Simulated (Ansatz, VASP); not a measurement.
Mg: VASP beside Ansatz

File INCAR:

```
PREC     = Accurate       # precision mode
ENCUT    = 520            # plane-wave cutoff, eV
EDIFF    = 1E-6           # SCF threshold, eV
ISMEAR   = 0              # smearing method
SIGMA    = 0.024          # smearing width, eV
LREAL    = F              # projectors in reciprocal space
LASPH    = T              # aspherical terms in the spheres
NELM     = 100            # most SCF steps
ALGO     = Normal         # electronic algorithm
ISIF     = 2              # what is computed and relaxed
LWAVE    = F              # write WAVECAR
LCHARG   = T              # write CHGCAR
GGA      = PE             # functional
LELF     = T              # ELF
LVHAR    = T            
NBANDS   = 9              # bands
```

Contents of KPOINTS:

```
regular mesh
0
Gamma
  10 10 5
```

The input POSCAR:

```
Mg
1.0
    3.2093000000      0.0000000000      0.0000000000
   -1.6046500000      2.7793353284      0.0000000000
    0.0000000000      0.0000000000      5.2103000000
Mg
2
Direct
    0.6666666667      0.3333333333      0.7500000000
    0.3333333333      0.6666666667      0.2500000000
```

input.yaml

```yaml
crystal:
  lattice:
    - [3.2093, 0.0, 0.0]
    - [-1.60465, 2.7793353284, 0.0]
    - [0.0, 0.0, 5.2103]
  atoms:
    - { symbol: Mg, position: [0.6666666667, 0.3333333333, 0.75] }
    - { symbol: Mg, position: [0.3333333333, 0.6666666667, 0.25] }
hamiltonian:
  xc: pbe
  pseudopotentials: { kind: paw }
kpoints:
  mp_grid: { grid: [10, 10, 5] }
scf:
  occupations: { method: gaussian, width: 0.024 }
output:
  forces: true
  stress: true
  eigenvalues: true
  write_density: true
  write_potential: true
  elf: true
  volumetric_format: npy
```

Alike in both runs: task single point; functional PBE; k mesh 10 × 10 × 5; occupations gaussian, width 0.024 eV; no spin polarisation.

```csv
,VASP,Ansatz
version,VASP 6.6.1,Ansatz 0.2.0
potentials or method,"VASP PAW PBE potentials, release 64 (Mg)",Ansatz PAW
plane-wave cutoff (eV),520,420
valence electrons in the cell,4,20
```

VASP gave:

* gap on the k mesh at the Fermi level (eV): none
* pressure (GPa): -0.6
* largest component of the traceless stress (GPa): 0.47

What did Ansatz give for the same quantities?

gap on the k mesh at the Fermi level (eV): none; pressure (GPa): -0.4; largest component of the traceless stress (GPa): 0.46.

A gap of «none» marks a metal or a gap that the smearing closes. The two sets of potentials don't hold the same shells in valence.
